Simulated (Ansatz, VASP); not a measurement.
# Two plane-wave programs on ScHO2

Contents of INCAR:

```
SYSTEM = ScHO2
PREC     = Accurate       ! precision mode
ENCUT    = 600            ! plane-wave cutoff, eV
EDIFF    = 1E-6           ! SCF threshold, eV
ISMEAR   = 0              ! smearing method
SIGMA    = 0.05           ! smearing width, eV
LREAL    = .False.        ! projectors in reciprocal space
LASPH    = .True.         ! aspherical terms in the spheres
NELM     = 100            ! most SCF steps
ALGO     = Normal         ! electronic algorithm
ISIF     = 3              ! what is computed and relaxed
LWAVE    = .False.        ! write WAVECAR
LCHARG   = .False.        ! write CHGCAR
GGA      = PS             ! functional
IBRION   = 2              ! ionic algorithm
NSW      = 100            ! ionic steps
EDIFFG   = -0.008         ! ionic threshold
```

File KPOINTS:

```
regular mesh
0
Gamma
  12 12 4
  0 0 0
```

Contents of POSCAR:

```
ScHO2
1.0
    3.1937797594      0.0000000000      0.0000000000
   -1.5968898797      2.7658944057      0.0000000000
    0.0000000000      0.0000000000      8.9769554572
Sc H O
2 2 4
Direct
    0.0000000000      0.0000000000      0.5011011387
    0.0000000000      0.0000000000      0.0011011387
    0.6666666667      0.3333333333      0.7667094513
    0.3333333333      0.6666666667      0.2667094513
    0.6666666667      0.3333333333      0.6129273497
    0.6666666667      0.3333333333      0.8829257775
    0.3333333333      0.6666666667      0.1129273497
    0.3333333333      0.6666666667      0.3829257775
```

Input for Ansatz:

```yaml
crystal:
  lattice:
    - [3.1937797594, 0.0, 0.0]
    - [-1.5968898797, 2.7658944057, 0.0]
    - [0.0, 0.0, 8.9769554572]
  atoms:
    - { symbol: Sc, position: [0.0, 0.0, 0.5011011387] }
    - { symbol: Sc, position: [0.0, 0.0, 0.0011011387] }
    - { symbol: H, position: [0.6666666667, 0.3333333333, 0.7667094513] }
    - { symbol: H, position: [0.3333333333, 0.6666666667, 0.2667094513] }
    - { symbol: O, position: [0.6666666667, 0.3333333333, 0.6129273497] }
    - { symbol: O, position: [0.6666666667, 0.3333333333, 0.8829257775] }
    - { symbol: O, position: [0.3333333333, 0.6666666667, 0.1129273497] }
    - { symbol: O, position: [0.3333333333, 0.6666666667, 0.3829257775] }
basis:
  ecutwfc: 420
kpoints:
  mp_grid: { grid: [12, 12, 4] }
hamiltonian:
  xc: pbesol
scf:
  occupations: { method: gaussian, width: 0.05 }
output:
  forces: true
  stress: true
  eigenvalues: true
relax:
  adjacent_minimum: "off"
  f_tol: 0.008
  max_steps: 80
  cell: { stress_tol: 0.08 }
```

Alike in both runs: task relaxation of cell and atoms; functional PBEsol; k mesh 12 × 12 × 4; occupations gaussian, width 0.05 eV; no spin polarisation.

|  | VASP | Ansatz |
| --- | --- | --- |
| version | VASP 6.6.1 | Ansatz 0.2.0 |
| potentials or method | VASP PAW PBE potentials, release 64 (Sc_sv, H, O) | scalar-relativistic, plane waves, PAW |
| plane-wave cutoff (eV) | 600 | 420 |
| valence electrons in the cell | 48 | 48 |

VASP gave:

```
gap on the k mesh at the Fermi level, each at its own relaxed structure (eV) : 4.27
relaxed volume (Å³/atom)                                                     : 10.26
relaxed cell length with the largest relative difference (Å)                 : 9.237
energy change over the relaxation (meV/atom)                                 : -15
```

Question: What did Ansatz give for the same quantities?

Answer: gap on the k mesh at the Fermi level, each at its own relaxed structure (eV): 4.37; relaxed volume (Å³/atom): 10.26; relaxed cell length with the largest relative difference (Å): 9.265; energy change over the relaxation (meV/atom): -17.

Caveats: the PAW data sets were made with another functional, which shifts forces and pressure a little (VASP). A k mesh can miss the band edges.
